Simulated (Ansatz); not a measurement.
Write the native input for Ansatz 0.2.0 that does the following.

* Task: band structure
* Functional: r2SCAN
* Potentials or basis: Ansatz PAW
* Cutoff: 500 eV (not typed: the program's choice for these potentials)
* k mesh: 8 × 8 × 8
* Occupations: fermi-dirac, width 0.05 eV
* Spin: no spin polarisation
* Path: [["G", "X", "Y", "S", "G", "Z", "S1", "N", "P", "Y1", "Z"], ["X", "P"]]
* Points for each segment of the path: 14

The system is CuCl2.

```
Cu Cl
1.0
    -2.25486    2.25486    6.85990
     2.25486   -2.25486    6.85990
     2.25486    2.25486   -6.85990
Cu Cl
1 2
Direct
  0.00000 0.00000 0.00000
  0.00000 0.50000 0.50000
  0.50000 0.00000 0.50000
```

Measurements of this composition are mostly on another form, of space group No. 12.

One way to write it, as run:

input.yaml

```yaml
crystal:
  lattice:
    - [-2.254859, 2.254859, 6.859903]
    - [2.254859, -2.254859, 6.859903]
    - [2.254859, 2.254859, -6.859903]
  atoms:
    - { symbol: Cu, position: [0.0, 0.0, 0.0] }
    - { symbol: Cl, position: [0.0, 0.5, 0.5] }
    - { symbol: Cl, position: [0.5, 0.0, 0.5] }
hamiltonian:
  xc: r2scan
  pseudopotentials: { kind: paw }
kpoints:
  mp_grid: { grid: [8, 8, 8] }
  band_path:
    path:
      - [[0.0, 0.0, 0.0], [-0.5, 0.5, 0.0], [-0.5, 0.5, -0.0540222707], [-0.2770111353, 0.2770111353, -0.2770111353], [0.0, 0.0, 0.0], [0.5, 0.5, -0.5], [0.2770111353, 0.7229888647, -0.7229888647], [0.0, 0.5, -0.5], [-0.25, 0.75, -0.25], [0.0540222707, 0.9459777293, -0.5], [0.5, 0.5, -0.5]]
      - [[-0.5, 0.5, 0.0], [-0.25, 0.75, -0.25]]
    npoints: 14
scf:
  occupations: { method: fermi_dirac, width: 0.05 }
  n_extra_bands: 7
output:
  forces: true
  stress: true
  eigenvalues: true
  fatbands: false
  write_density: true
  write_potential: true
  elf: true
  volumetric_format: npy
```

Potentials or basis: Ansatz PAW.

The run is started by

```console
$ ansatz run input.yaml --threads 2 --pin off --max-ram 5632MiB --backend cpu --events-out ev --progress --plain --runs-dir out
```

Results of the run:

```
Pressure               : -0.3 GPa
Band gap on the k mesh : none (metal or under the smearing width)
```

Caveat: an odd number of electrons without spin polarisation forces a metal; a magnetic or distorted state may lie lower; the run has no spin polarisation, though such a crystal can be magnetic; semilocal functionals often make such compounds metallic where correlation or magnetic order opens a gap, which also shifts bond lengths; the PAW data sets come from PBE, with cores solved anew for the run's functional, which leaves a small shift of forces and pressure.

Run time: 13 s on 2 threads of Intel(R) Xeon(R) 6975P-C (Granite Rapids), on a shared host, peak memory 1.6 GiB.
